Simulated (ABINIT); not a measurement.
# GaSb (F-43m) in ABINIT: further runs

One crystal, GaSb, is run at these levels: OLYP, LDA-VWN, rPW86PBE; tasks: band structure, equation of state.

Program: ABINIT 10.8.3 (patched build). These are calculated values, not measurements. Logs are shortened: lines on timing, memory, paths and dates and some standing lists are left out, and cuts for length are marked. The log counts tension as positive stress, the text compression.

**Measured values to compare with.**

A printed reference work, data compilation reports, for a bulk crystal of GaSb at 4.2 K: band gap 0.811 eV (direct).

The runs below are set against these values where they give the same quantity.

## 1. The crystal as given

The structure is cubic, space group F-43m (No. 216). Conventional cell: a = 6.118 Å, b = 6.118 Å, c = 6.118 Å, α = 90.00°, β = 90.00°, γ = 90.00°. Sb (site symmetry -43m) is surrounded by 4 Ga at 2.65 Å. Ga (site symmetry -43m) is surrounded by 4 Sb at 2.65 Å.

## 2. Band structure, OLYP

Input file run.abi:

```
# Datasets: ground state, then fixed potential
ndtset 2

# Pseudopotentials
pp_dirpath "./"
pseudos "Sb.GGA_PBE-JTH.xml, Ga.GGA_PBE-JTH.xml"

# Structure
acell 3*1.0
rprim
     0.0000000000     5.7806722152     5.7806722152
     5.7806722152     0.0000000000     5.7806722152
     5.7806722152     5.7806722152     0.0000000000
ntypat 2
znucl 51 31
natom 2
typat 1 2
xred
     0.7500000000     0.7500000000     0.7500000000
     0.0000000000     0.0000000000     0.0000000000

# Plane-wave basis
ecut 17.0
pawecutdg 34.0

# Exchange and correlation
ixc -110131

# Bands and occupations
occopt 3
tsmear 0.05 eV

# SCF cycle
nstep 100

# Output
iomode 3
prtwf 0
prteig 0
prtebands 0
prtden1 1
prtvha1 1
prtvclmb1 1
prtpot1 1

# Dataset 1
kptopt1 1
ngkpt1 8 8 8
nshiftk1 1
shiftk1 0.0 0.0 0.0
nband1 18
tolvrs1 1.0e-9

# Dataset 2: bands along G-X-W-K-G-L-U-W-L-K
iscf2 -2
getden2 1
nband2 22
nbdbuf2 2
tolwfr2 1.0e-12
kptopt2 -9
ndivsm2 8
prteig2 1
kptbounds2
     0.0000000000     0.0000000000     0.0000000000
     0.5000000000     0.0000000000     0.5000000000
     0.5000000000     0.2500000000     0.7500000000
     0.3750000000     0.3750000000     0.7500000000
     0.0000000000     0.0000000000     0.0000000000
     0.5000000000     0.5000000000     0.5000000000
     0.6250000000     0.2500000000     0.6250000000
     0.5000000000     0.2500000000     0.7500000000
     0.5000000000     0.5000000000     0.5000000000
     0.3750000000     0.3750000000     0.7500000000
```

Potentials or basis: JTH PAW PBE v2.0.

Launch:

```bash
$ abinit run.abi > log 2>&1
```

run.abo:

```text
.Version 10.8.3 of ABINIT
 DATASET    1 : space group F-4 3 m (#216); Bravais cF (face-center cubic)
================================================================================
 Values of the parameters that define the memory need for DATASET  1.
     intxc =       0    ionmov =       0      iscf =      17    lmnmax =      18
     lnmax =       6     mgfft =      32  mpssoang =       3    mqgrid =    3001
     natom =       2  nloc_mem =       2    nspden =       1   nspinor =       1
    nsppol =       1      nsym =      24    n1xccc =       1    ntypat =       2
    occopt =       3   xclevel =       2
       mpw =        1308          nfft =       32768          nkpt =          29
 PAW method is used; the additional fine FFT grid is defined by:
   mgfftf=        45    nfftf =     91125
================================================================================
================================================================================

 DATASET    2 : space group F-4 3 m (#216); Bravais cF (face-center cubic)
================================================================================
 Values of the parameters that define the memory need for DATASET  2.
     intxc =       0    ionmov =       0      iscf =      -2    lmnmax =      18
     lnmax =       6     mgfft =      32  mpssoang =       3    mqgrid =    3001
     natom =       2  nloc_mem =       2    nspden =       1   nspinor =       1
    nsppol =       1      nsym =      24    n1xccc =       1    ntypat =       2
    occopt =       3   xclevel =       2
       mpw =        1313          nfft =       32768          nkpt =         139
 PAW method is used; the additional fine FFT grid is defined by:
   mgfftf=        45    nfftf =     91125
================================================================================
================================================================================

--------------------------------------------------------------------------------
------------- Echo of variables that govern the present computation ------------
--------------------------------------------------------------------------------
 -outvars: echo values of preprocessed input variables --------
            acell      1.0000000000E+00  1.0000000000E+00  1.0000000000E+00 Bohr
              amu      1.21753000E+02  6.97230000E+01
             ecut      1.70000000E+01 Hartree
           getden1          0
           getden2          1
             iscf1         17
             iscf2         -2
                       outvar_i_n : Printing only first  50 k-points.
              ixc     -110131
           jdtset        1    2
[... 1431 lines left out ...]
 ------------------------------------------------
 Atom  Sphere_radius  Integrated_density
    1        2.40089         12.58080326
    2        2.10359         11.04248868

================================================================================

 ----iterations are completed or convergence reached----

 Mean square residual over all n,k,spin=   60.532E-14; max=  99.979E-14
 reduced coordinates (array xred) for    2 atoms
       0.750000000000      0.750000000000      0.750000000000
       0.000000000000      0.000000000000      0.000000000000

 cartesian coordinates (angstrom) at end:
    1      4.58849999686311     4.58849999686311     4.58849999686311
    2      0.00000000000000     0.00000000000000     0.00000000000000
 length scales=  1.000000000000  1.000000000000  1.000000000000 bohr
              =  0.529177210544  0.529177210544  0.529177210544 angstroms
 Eigenvalues (hartree) for nkpt= 139  k points:
 kpt#   1, nband= 22, wtk=  1.00000, kpt=  0.0000  0.0000  0.0000 (reduced coord)
  -0.89499   -0.89499   -0.89499   -0.89452   -0.89452   -0.38872   -0.38872   -0.38872
  -0.38715   -0.38715   -0.23836    0.18009    0.18009    0.18009    0.18755    0.28540
   0.28540    0.28540    0.42291    0.50124    0.50124    0.54491
 kpt#   2, nband= 22, wtk=  1.00000, kpt=  0.0217  0.0000  0.0217 (reduced coord)
  -0.89499   -0.89498   -0.89498   -0.89452   -0.89452   -0.38873   -0.38872   -0.38872
  -0.38715   -0.38715   -0.23812    0.17003    0.17911    0.17911    0.19742    0.28485
   0.28670    0.28670    0.42415    0.49660    0.50147    0.54541
 kpt#   3, nband= 22, wtk=  1.00000, kpt=  0.0435  0.0000  0.0435 (reduced coord)
  -0.89499   -0.89498   -0.89498   -0.89452   -0.89452   -0.38875   -0.38871   -0.38871
  -0.38716   -0.38715   -0.23742    0.15693    0.17630    0.17630    0.20990    0.28331
   0.29046    0.29046    0.42780    0.48611    0.50216    0.54687
 kpt#   4, nband= 22, wtk=  1.00000, kpt=  0.0652  0.0000  0.0652 (reduced coord)
  -0.89499   -0.89498   -0.89498   -0.89452   -0.89452   -0.38879   -0.38869   -0.38869
  -0.38716   -0.38715   -0.23624    0.14363    0.17202    0.17202    0.22192    0.28110
   0.29632    0.29632    0.43362    0.47370    0.50332    0.54932
 kpt#   5, nband= 22, wtk=  1.00000, kpt=  0.0870  0.0000  0.0870 (reduced coord)
[... 525 lines left out ...]
  -0.38732   -0.38715   -0.15918   -0.05342    0.05383    0.10880    0.24805    0.35923
   0.40089    0.40592    0.47052    0.50811    0.61082    0.65365
 kpt# 137, nband= 22, wtk=  1.00000, kpt=  0.3929  0.3929  0.7143 (reduced coord)
  -0.89500   -0.89485   -0.89482   -0.89453   -0.89446   -0.38990   -0.38810   -0.38804
  -0.38734   -0.38715   -0.15656   -0.05569    0.05195    0.10598    0.24601    0.35161
   0.41091    0.41654    0.46727    0.50808    0.62868    0.65777
 kpt# 138, nband= 22, wtk=  1.00000, kpt=  0.3839  0.3839  0.7321 (reduced coord)
  -0.89501   -0.89484   -0.89482   -0.89454   -0.89445   -0.38993   -0.38808   -0.38801
  -0.38736   -0.38714   -0.15444   -0.05785    0.05163    0.10351    0.24411    0.34148
   0.42239    0.42600    0.46644    0.51019    0.64116    0.66388
 kpt# 139, nband= 22, wtk=  1.00000, kpt=  0.3750  0.3750  0.7500 (reduced coord)
  -0.89502   -0.89483   -0.89482   -0.89454   -0.89445   -0.38996   -0.38806   -0.38799
  -0.38738   -0.38713   -0.15308   -0.05945    0.05271    0.10142    0.24247    0.33088
   0.43072    0.43363    0.47051    0.51501    0.64308    0.67248

== END DATASET(S) ==============================================================
================================================================================

 -outvars: echo values of variables after computation  --------
            acell      1.0000000000E+00  1.0000000000E+00  1.0000000000E+00 Bohr
           etotal1    -1.6222838625E+02
            fcart1    -0.0000000000E+00 -0.0000000000E+00 -0.0000000000E+00
                      -0.0000000000E+00 -0.0000000000E+00 -0.0000000000E+00
            rprim      0.0000000000E+00  5.7806722152E+00  5.7806722152E+00
                       5.7806722152E+00  0.0000000000E+00  5.7806722152E+00
                       5.7806722152E+00  5.7806722152E+00  0.0000000000E+00
           strten1    -1.1066686773E-04 -1.1066686773E-04 -1.1066686773E-04
                       0.0000000000E+00  0.0000000000E+00  0.0000000000E+00
           xangst      4.5884999969E+00  4.5884999969E+00  4.5884999969E+00
                       0.0000000000E+00  0.0000000000E+00  0.0000000000E+00
             xred      7.5000000000E-01  7.5000000000E-01  7.5000000000E-01
                       0.0000000000E+00  0.0000000000E+00  0.0000000000E+00
 Calculation completed.
```

It took 1.9 min on 1 thread of Arm Neoverse V1, shared host; peak memory 0.16 GiB.

Results:

* Free energy: -4414.4593 eV
* Pressure: 3.3 GPa
* Band gap on the k mesh: 0.20 eV, direct
* Band gap along the path: 0.20 eV, direct
* Valence electrons inside the program's atomic spheres: Sb 12.58; Ga 11.04

Levels at the corners of the path, in eV from the valence-band top:
```tsv
point	band 12	band 13	band 14	band 15	band 16	band 17
Γ	0.00	0.00	0.00	0.20	2.87	2.87
X	-6.69	-2.51	-2.51	1.19	1.62	8.80
W	-6.57	-3.22	-3.00	3.79	4.57	4.66
K	-6.52	-3.47	-2.14	1.70	4.10	6.82
Γ	0.00	0.00	0.00	0.20	2.87	2.87
L	-6.23	-1.14	-1.14	0.63	3.88	3.88
U	-6.52	-3.47	-2.14	1.70	4.10	6.82
W	-6.57	-3.22	-3.00	3.79	4.57	4.66
L	-6.23	-1.14	-1.14	0.63	3.88	3.88
K	-6.52	-3.47	-2.14	1.70	4.10	6.82
```

Caveat: the PAW data sets were made with another functional, which shifts forces and pressure a little; spin-orbit coupling is left out, which moves the levels of the heavy elements.

## 3. Equation of state, LDA-VWN

Input file run.abi:

```
# Datasets: one volume each
ndtset 7
getwfk -1
scalecart1 3*0.9795861087
scalecart2 3*0.9864848297
scalecart3 3*0.9932883884
scalecart4 3*1.0000000000
scalecart5 3*1.0066227096
scalecart6 3*1.0131594038
scalecart7 3*1.0196128224

# Pseudopotentials
pp_dirpath "./"
pseudos "Sb.LDA_PW-JTH_sp.xml, Ga.LDA_PW-JTH.xml"

# Structure
acell 4.3260792873 4.3260792873 4.3260792873 Angstrom
rprim
     0.0000000000     0.7071067812     0.7071067812
     0.7071067812     0.0000000000     0.7071067812
     0.7071067812     0.7071067812     0.0000000000
ntypat 2
znucl 51 31
natom 2
typat 1 2
xred
     0.7500000000     0.7500000000     0.7500000000
     0.0000000000     0.0000000000     0.0000000000

# Plane-wave basis
ecut 20.0
pawecutdg 40.0

# k points
kptopt 1
ngkpt 8 8 8
nshiftk 1
shiftk 0.0 0.0 0.0

# Exchange and correlation
ixc -1007

# Bands and occupations
nband 13
occopt 3
tsmear 0.00183747

# SCF cycle
nstep 100
tolvrs 1.0e-9

# Output
iomode 3
prtwf 1
prtden 0
prteig 0
prtebands 0
```

Potentials or basis: JTH PAW LDA v2.0 sp.

Launch:

```bash
$ abinit run.abi > log 2>&1
```

run.abo:

```text
.Version 10.8.3 of ABINIT
 DATASET    1 : space group F-4 3 m (#216); Bravais cF (face-center cubic)
================================================================================
 Values of the parameters that define the memory need for DATASET  1.
     intxc =       0    ionmov =       0      iscf =      17    lmnmax =      18
     lnmax =       6     mgfft =      36  mpssoang =       3    mqgrid =    3001
     natom =       2  nloc_mem =       2    nspden =       1   nspinor =       1
    nsppol =       1      nsym =      24    n1xccc =       1    ntypat =       2
    occopt =       3   xclevel =       1
       mpw =        1565          nfft =       46656          nkpt =          29
 PAW method is used; the additional fine FFT grid is defined by:
   mgfftf=        48    nfftf =    110592
================================================================================
================================================================================
[... 71 lines left out ...]
 DATASET    7 : space group F-4 3 m (#216); Bravais cF (face-center cubic)
[... 1425 lines left out ...]
                       1.3646525444E-31  4.5488418146E-32 -2.2744209073E-31
            fcart5    -0.0000000000E+00 -0.0000000000E+00 -0.0000000000E+00
                      -0.0000000000E+00 -0.0000000000E+00 -0.0000000000E+00
[... 38 lines left out ...]
                       0.0000000000E+00  0.0000000000E+00  0.0000000000E+00
           xangst1     4.4948308599E+00  4.4948308599E+00  4.4948308599E+00
                       0.0000000000E+00  0.0000000000E+00  0.0000000000E+00
           xangst2     4.5264856412E+00  4.5264856412E+00  4.5264856412E+00
                       0.0000000000E+00  0.0000000000E+00  0.0000000000E+00
           xangst3     4.5577037703E+00  4.5577037703E+00  4.5577037703E+00
                       0.0000000000E+00  0.0000000000E+00  0.0000000000E+00
           xangst4     4.5885000001E+00  4.5885000001E+00  4.5885000001E+00
                       0.0000000000E+00  0.0000000000E+00  0.0000000000E+00
           xangst5     4.6188883031E+00  4.6188883031E+00  4.6188883031E+00
                       0.0000000000E+00  0.0000000000E+00  0.0000000000E+00
           xangst6     4.6488819244E+00  4.6488819244E+00  4.6488819244E+00
                       0.0000000000E+00  0.0000000000E+00  0.0000000000E+00
           xangst7     4.6784934357E+00  4.6784934357E+00  4.6784934357E+00
                       0.0000000000E+00  0.0000000000E+00  0.0000000000E+00
             xred      7.5000000000E-01  7.5000000000E-01  7.5000000000E-01
                       0.0000000000E+00  0.0000000000E+00  0.0000000000E+00
 Calculation completed.
```

Run time: 2.1 min. Hardware: 1 thread of Arm Neoverse V1, shared host; peak memory 0.14 GiB.

Results:

```yaml
Equilibrium_volume: 27.72 Å³/atom
Bulk_modulus: 56 GPa
Pressure_derivative_of_the_bulk_modulus: 4.7
```

Energy against volume, from the lowest point:
```tsv
volume (Å³/atom)	energy (meV/atom)
26.907	4.04
27.480	0.00
28.052	0.30
28.625	4.40
29.197	11.92
29.770	22.49
30.342	35.74
```

Caveat: pressures at fixed basis lie under the slope of the energies; this set keeps more shells in the core, which shifts pressures and gaps. Zero-point motion and thermal expansion aren't in these numbers.

## 4. Band structure, rPW86PBE

Input file run.abi:

```
ndtset 2

pp_dirpath "./"
pseudos "Sb.GGA_PBE-JTH.xml, Ga.GGA_PBE-JTH.xml"

acell 3*1.0
rprim
     0.0000000000     5.7806722152     5.7806722152
     5.7806722152     0.0000000000     5.7806722152
     5.7806722152     5.7806722152     0.0000000000
ntypat 2
znucl 51 31
natom 2
typat 1 2
xred
     0.7500000000     0.7500000000     0.7500000000
     0.0000000000     0.0000000000     0.0000000000

ecut 17.0
pawecutdg 34.0

ixc -144130

occopt 3
tsmear 0.05 eV

nstep 100

iomode 3
prtwf 0
prteig 0
prtebands 0
prtden1 1
prtvha1 1
prtvclmb1 1
prtpot1 1

kptopt1 1
ngkpt1 8 8 8
nshiftk1 1
shiftk1 0.0 0.0 0.0
nband1 18
tolvrs1 1.0e-9

iscf2 -2
getden2 1
nband2 22
nbdbuf2 2
tolwfr2 1.0e-12
kptopt2 -9
ndivsm2 6
prteig2 1
prtvol2 -3
kptbounds2
     0.0000000000     0.0000000000     0.0000000000
     0.5000000000     0.0000000000     0.5000000000
     0.5000000000     0.2500000000     0.7500000000
     0.3750000000     0.3750000000     0.7500000000
     0.0000000000     0.0000000000     0.0000000000
     0.5000000000     0.5000000000     0.5000000000
     0.6250000000     0.2500000000     0.6250000000
     0.5000000000     0.2500000000     0.7500000000
     0.5000000000     0.5000000000     0.5000000000
     0.3750000000     0.3750000000     0.7500000000
```

Potentials or basis: JTH PAW PBE v2.0.

Launch:

```bash
$ abinit run.abi > log 2>&1
```

Run time: 93 s. Hardware: 1 thread of Arm Neoverse V1, shared host; peak memory 0.15 GiB.

The run converged. Its results:

| Quantity | Value |
| --- | --- |
| Free energy | -4399.7849 eV |
| Pressure | 4.5 GPa |
| Band gap on the k mesh | none (metal or under the smearing width) |
| Valence electrons inside the program's atomic spheres | Sb 12.56; Ga 11.07 |

Levels at the corners of the path, in eV from the Fermi level:
| point | band 11 | band 12 | band 13 | band 14 | band 15 | band 16 | band 17 | band 18 |
| --- | --- | --- | --- | --- | --- | --- | --- | --- |
| Γ | -11.55 | -0.17 | -0.04 | -0.04 | -0.04 | 2.76 | 2.76 | 2.76 |
| X | -9.10 | -6.89 | -2.60 | -2.60 | 0.87 | 1.25 | 8.62 | 8.62 |
| W | -9.06 | -6.77 | -3.36 | -3.14 | 3.59 | 4.32 | 4.38 | 4.76 |
| K | -9.17 | -6.72 | -3.62 | -2.22 | 1.38 | 3.84 | 6.54 | 6.78 |
| Γ | -11.55 | -0.17 | -0.04 | -0.04 | -0.04 | 2.76 | 2.76 | 2.76 |
| L | -9.93 | -6.43 | -1.19 | -1.19 | 0.30 | 3.75 | 3.75 | 6.45 |
| U | -9.17 | -6.72 | -3.62 | -2.22 | 1.38 | 3.84 | 6.54 | 6.78 |
| W | -9.06 | -6.77 | -3.36 | -3.14 | 3.59 | 4.32 | 4.38 | 4.76 |
| L | -9.93 | -6.43 | -1.19 | -1.19 | 0.30 | 3.75 | 3.75 | 6.45 |
| K | -9.17 | -6.72 | -3.62 | -2.22 | 1.38 | 3.84 | 6.54 | 6.78 |

Caveat: the PAW data sets were made with another functional, which shifts forces and pressure a little; spin-orbit coupling is left out, which moves the levels of the heavy elements; this crystal is a semiconductor, whose small gap the functional closes, so the metal is an error of the method.

## 5. The runs side by side

| task | level | potentials or basis | cutoff (eV) | fine-grid cutoff | gap on the mesh (eV) | pressure (GPa) |
| --- | --- | --- | --- | --- | --- | --- |
| band structure | OLYP | JTH PAW PBE v2.0 | 463 | 925.187 eV | 0.20 | 3.3 |
| equation of state | LDA-VWN | JTH PAW LDA v2.0 sp | 544 | 1088.46 eV | - | - |
| band structure | rPW86PBE | JTH PAW PBE v2.0 | 463 | 925.187 eV | none | 4.5 |

Alike in all rows: no spin polarisation; cell as given; k mesh 8 × 8 × 8; smearing fermi-dirac 0.05 eV.

Caveats: the PAW data sets were made with another functional, which shifts forces and pressure a little (some runs); spin-orbit coupling is left out, which moves the levels of the heavy elements (some runs); pressures at fixed basis lie under the slope of the energies (some runs); this set keeps more shells in the core, which shifts pressures and gaps (some runs); this crystal is a semiconductor, whose small gap the functional closes, so the metal is an error of the method (some runs).

Total energies depend on the potentials used, so only differences within one code and one set of settings carry meaning.

## 6. Against experiment

Step 2. Measured gap of GaSb: 0.811 eV (direct; 4.2 K; a printed reference work, data compilation). This calculation gives 0.20 eV (-0.61 eV). Spin-orbit coupling on Ga, Sb is left out. The value is that of OLYP, without temperature or zero-point motion.

Step 4. Against the measured gap of GaSb, 0.811 eV (direct; 4.2 K; a printed reference work, data compilation), the calculated 0.00 eV is off by -0.81 eV. Spin-orbit coupling on Ga, Sb is left out. The value is that of rPW86PBE on a finite k mesh, which can miss the band edges, without temperature or zero-point motion.
